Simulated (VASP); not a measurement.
Write the native input for VASP 6.6.1 that does the following.

- Task: relaxation of cell and atoms
- Functional: PBEsol
- Potentials or basis: VASP PAW PBE potentials, release 64 (Cs_sv, Sn_d, Br)
- Cutoff: 600 eV
- k mesh: 6 × 6 × 6
- Occupations: gaussian, width 0.03 eV
- Spin: no spin polarisation
- Further INCAR settings: ALGO = Normal; EDIFF = 1e-06; IBRION = 2; EDIFFG = -0.01; NSW = 90; ISIF = 3

The structure of CsSnBr3 lies in POSCAR:

```
CsSnBr3
1.0
    5.8390056100      0.0000000000      0.0000000000
    0.0000000000      5.8390056100      0.0000000000
    0.0000000000      0.0000000000      5.8390056100
Cs Sn Br
1 1 3
Direct
    0.0000000000      0.0000000000      0.0000000000
    0.5000000000      0.5000000000      0.5000000000
    0.5000000000      0.0000000000      0.5000000000
    0.5000000000      0.5000000000      0.0000000000
    0.0000000000      0.5000000000      0.5000000000
```

The cell is a database's computed one.

One way to write it, as run:

INCAR

```
SYSTEM = CsSnBr3
PREC     = Accurate       ! precision mode
ENCUT    = 600            ! plane-wave cutoff, eV
EDIFF    = 1E-6           ! SCF threshold, eV
ISMEAR   = 0              ! smearing method
SIGMA    = 0.03           ! smearing width, eV
LREAL    = .False.        ! projectors in reciprocal space
LASPH    = .True.         ! aspherical terms in the spheres
NELM     = 80             ! most SCF steps
ALGO     = Normal         ! electronic algorithm
ISIF     = 3              ! what is computed and relaxed
LWAVE    = .False.        ! write WAVECAR
LCHARG   = .False.        ! write CHGCAR
GGA      = PS             ! functional
IBRION   = 2              ! ionic algorithm
NSW      = 90             ! ionic steps
EDIFFG   = -0.01          ! ionic threshold
KPAR     = 2
```

KPOINTS

```
Automatic mesh
0
Gamma
  6 6 6
  0 0 0
```

Potentials or basis: VASP PAW PBE potentials, release 64 (Cs_sv, Sn_d, Br).

The run is started by

```sh
$ cat potpaw_PBE.64/Cs_sv/POTCAR potpaw_PBE.64/Sn_d/POTCAR potpaw_PBE.64/Br/POTCAR > POTCAR
$ mpirun -np 2 vasp_std > vasp.out
```

Results of the run:

```
Relaxed volume                         : 38.40 Å³/atom
Relaxed cell                           : a = 5.769 Å, b = 5.769 Å, c = 5.769 Å, α = 90.00°, β = 90.00°, γ = 90.00°
Space group after relaxing (to 0.05 Å) : Pm-3m (No. 221)
Energy gained by relaxing              : 3.6 meV/atom
Ionic steps                            : 3
Pressure after relaxing                : 0.0 GPa
Band gap on the k mesh                 : 0.22 eV, direct
```

Caveat: the PAW data sets were made with another functional, which shifts forces and pressure a little; spin-orbit coupling is left out, which moves the levels of the heavy elements.

It took 98 s on 2 MPI ranks on Intel(R) Xeon(R) 6975P-C (Granite Rapids), with other jobs on the host, peak memory 0.42 GiB a rank.
